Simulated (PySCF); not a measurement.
**Broadened absorption spectrum of C6H6O**

Species: C₆H₆O.
Geometry (PBE0-D3(BJ)/def2-TZVP, Å), atoms numbered from 1 in this order:
```xyz
13
C6H6O angstrom
O      2.4756   -0.1991    0.1058
C      1.1240   -0.0987    0.0468
C      0.3984   -1.2720   -0.1238
C     -0.9828   -1.2189   -0.1901
C     -1.6536   -0.0071   -0.0879
C     -0.9233    1.1584    0.0822
C      0.4612    1.1185    0.1501
H      2.8527    0.6766    0.2260
H      0.9323   -2.2111   -0.2024
H     -1.5427   -2.1377   -0.3229
H     -2.7347    0.0269   -0.1412
H     -1.4317    2.1123    0.1640
H      1.0292    2.0347    0.2841
```

Method: PySCF 2.14.0, density-fitted response routines, TDDFT CAM-B3LYP/aug-cc-pVTZ, vertical, gas phase, core orbitals frozen in the response. Isolated species at its PBE0-D3(BJ)/def2-TZVP geometry (one conformer only).

Broadening: Gaussians 0.3 eV wide at half height, area fixed by f = 4.319×10⁻⁹ ∫ε dν̃. The cross-section is σ = 3.8235×10⁻²¹ ε cm², given in Mb (10⁻¹⁸ cm²). The width is an assumption, not a result. The curve ends short of the highest state used, and states not computed would add to its high-energy end.

E (eV), σ (Mb) and a bar:
```
     4.74       0.02 
     4.77       0.05 
     4.80       0.11 
     4.83       0.22 
     4.85       0.34 #
     4.88       0.62 #
     4.91       1.06 ###
     4.94       1.74 ####
     4.97       2.68 #######
     5.00       3.92 ##########
     5.03       5.41 #############
     5.06       7.08 ##################
     5.08       8.21 ####################
     5.11       9.78 ########################
     5.14      11.04 ############################
     5.17      11.78 #############################
     5.20      11.89 ##############################
     5.23      11.35 ############################
     5.26      10.26 ##########################
     5.29       8.77 ######################
     5.31       7.66 ###################
     5.34       5.97 ###############
     5.37       4.41 ###########
     5.40       3.08 ########
     5.43       2.04 #####
     5.46       1.29 ###
     5.49       0.78 ##
     5.51       0.56 #
     5.54       0.36 #
     5.57       0.30 #
     5.60       0.35 #
     5.63       0.53 #
     5.66       0.88 ##
     5.69       1.43 ####
     5.72       2.24 ######
     5.74       2.93 #######
     5.77       4.21 ##########
     5.80       5.74 ##############
     5.83       7.40 ##################
     5.86       9.05 #######################
     5.89      10.50 ##########################
     5.92      11.54 #############################
     5.95      12.03 ##############################
     5.97      12.01 ##############################
     6.00      11.48 #############################
     6.03      10.42 ##########################
     6.06       8.99 ######################
     6.09       7.37 ##################
     6.12       5.76 ##############
     6.15       4.29 ###########
     6.17       3.44 #########
     6.20       2.38 ######
     6.23       1.60 ####
     6.26       1.06 ###
     6.29       0.72 ##
     6.32       0.55 #
```

(1) Locate the maxima and give the states behind the curve.

(2) Coming from long wavelengths, where does ε first pass 100 L mol⁻¹ cm⁻¹?

(3) On this curve, what absorbance would a 10⁻⁴ mol/L sample give at 222 nm over a 1 cm path?

Answers

(1) 239 nm (5.19 eV), ε about 3100, made up of S1 (100%); 208 nm (5.96 eV), ε about 3200, made up of S3 (91%) (ε in L mol⁻¹ cm⁻¹; maxima over ε = 5, shares over 10%). The states used: S1 5.19 eV (f 0.035); S2 5.55 eV (f 0.0001); S3 5.95 eV (f 0.032); S4 6.05 eV (f 0.0043); S5 6.38 eV (f 0.0002); S6 6.54 eV (f 0.0019); S7 6.78 eV (f 0.017); S8 6.90 eV (f 0.425); S9 6.92 eV (f 0.0043); S10 6.92 eV (f 0.593).

(2) At about 255 nm (4.86 eV), 0.33 eV below S1.

(3) 222 nm is 5.585 eV, where ε is about 80 L mol⁻¹ cm⁻¹, so A = ε c l ≈ 0.008 (Beer–Lambert, with the gas-phase spectrum and the assumed width).

On an Intel Xeon at 2.50 GHz with 2 threads, shared host with 64 logical CPUs at a one-minute load of 63, this took 2.9 min wall, 5.9 min CPU and 2.5 GiB of memory at its peak.
